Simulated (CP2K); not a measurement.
Runs of CP2K 2026.2 on Sb. Symmetry: P2_1/m, No. 11, monoclinic system. Conventional cell: a = 3.122 Å, b = 4.348 Å, c = 4.406 Å, α = 90.00°, β = 90.51°, γ = 90.00°. Sb (site symmetry m) is surrounded by 6 Sb at 3.04 to 3.15 Å. This isn't the form of Sb at room conditions, which is rhombohedral.

```tsv
task	level	potentials or basis	cell	smearing	EPS_DEFAULT	NGRIDS	potentials	points a segment of the path (NPOINTS)	bands added on the path	gap on the mesh (eV)	pressure (GPa)	largest force (eV/Å)
single point	PBEsol	POTENTIAL_UZH Sb GTH-PBE-q5; TZVP-MOLOPT-PBE-GTH basis	as given	fermi-dirac 0.05 eV	1.0E-10	4	Sb GTH-PBE-q5 of POTENTIAL_UZH	-	-	none	0.3	0.09
single point	PBEsol	POTENTIAL_UZH Sb GTH-PBE-q5; TZVP-MOLOPT-PBE-GTH basis	atoms moved at random, drawn with an rms of 0.05 Å	fermi-dirac 0.05 eV	1.0E-10	5	Sb GTH-PBE-q5 of POTENTIAL_UZH	-	-	none	0.5	0.18
band structure	LDA	GTH_POTENTIALS Sb GTH-PADE-q5; TZVP-MOLOPT-PBE-GTH basis	as given	fermi-dirac 0.0259 eV	1.0E-9	5	Sb GTH-PADE-q5 of GTH_POTENTIALS	8	4	none	-2.9	(a)
band structure	PBEsol	POTENTIAL_UZH Sb GTH-PBE-q5; TZVP-MOLOPT-PBE-GTH basis	as given	fermi-dirac 0.05 eV	1.0E-9	4	Sb GTH-PBE-q5 of POTENTIAL_UZH	8	4	none	0.3	0.09
```

Alike in all rows: no spin polarisation; k mesh 9 × 6 × 6.

Task: Estimate the missing entries.

Result: (a) 0.04.

Caveats: the basis of atomic orbitals isn't converged, which shifts pressures, moduli and gaps; the potentials were made for another functional, which shifts forces and pressure (some runs); spin-orbit coupling is left out, which moves the levels of the heavy elements (some runs).

A k mesh can miss the band edges, and the runs leave out spin-orbit coupling on Sb.

A gap of «none» marks a metal or a gap under the smearing width.
